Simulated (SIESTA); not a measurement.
**PbSe (Clausthalite) under changes of volume**

One of the cells (28.671 Å³/atom); the others are scaled copies at fixed shape and fractional positions:

```xyz
2
Lattice="0.0000 3.0606 3.0606 3.0606 0.0000 3.0606 3.0606 3.0606 0.0000" Properties=species:S:1:pos:R:3 pbc="T T T"
Pb    0.0000    0.0000    0.0000
Se    3.0606    3.0606    3.0606
```

| Quantity | Value |
| --- | --- |
| Program | SIESTA 5.4.2 |
| Functional | vdW-DF-C09 |
| Potentials or basis | PseudoDojo 0.4 standard (PBE files) |
| Basis | DZP (energy shift 0.002 Ry) |
| Grid cutoff | 500 Ry |
| Energy shift | 0.002 Ry |
| k mesh | 8 × 8 × 8 |
| Occupations | fermi-dirac, width 0.05 eV |
| Spin | no spin polarisation |

| volume (Å³/atom) | energy over the lowest point (meV/atom) | pressure (GPa) | gap on the mesh (eV) |
| --- | --- | --- | --- |
| 26.951 | 39.52 | 5.5 | 0.17 |
| 27.524 | 22.63 | 4.0 | 0.24 |
| 28.097 | 10.59 | 2.7 | 0.31 |
| 28.671 | 3.28 | 1.4 | 0.37 |
| 29.244 | 0.00 | 0.4 | 0.43 |
| 29.818 | ? | ? | ? |
| 30.391 | 4.94 | -1.5 | 0.53 |

What does the run at 29.818 Å³/atom give?

Energy over the lowest point 0.96 meV/atom; pressure -0.7 GPa; gap on the mesh 0.48 eV.

Worked out: A Birch-Murnaghan fit of order 3 (a polynomial in V^(-2/3)) to the other rows has its minimum at 29.43 Å³/atom with B0 = V·E''(V) = 54 GPa and B' = 3.2. It gives 0.70 meV/atom at 29.818 Å³/atom, against the run's 0.96, and -dE/dV = -0.7 GPa, against -0.7. A straight line through the other rows of the gap, of slope 3.01 eV per unit of ln V (its deformation potential), gives 0.48 eV, against the run's 0.48.

Energies are extrapolated to zero smearing.

Caveats: semicore shells carry a single zeta, which can move pressures by several GPa and volumes by a few percent; the potentials were made for another functional, which shifts forces and pressure; spin-orbit coupling is left out, which as a rule narrows the gap of such compounds by several tenths of an eV; the basis of atomic orbitals isn't converged, which shifts pressures, moduli and gaps.

A mesh can miss the band edges.
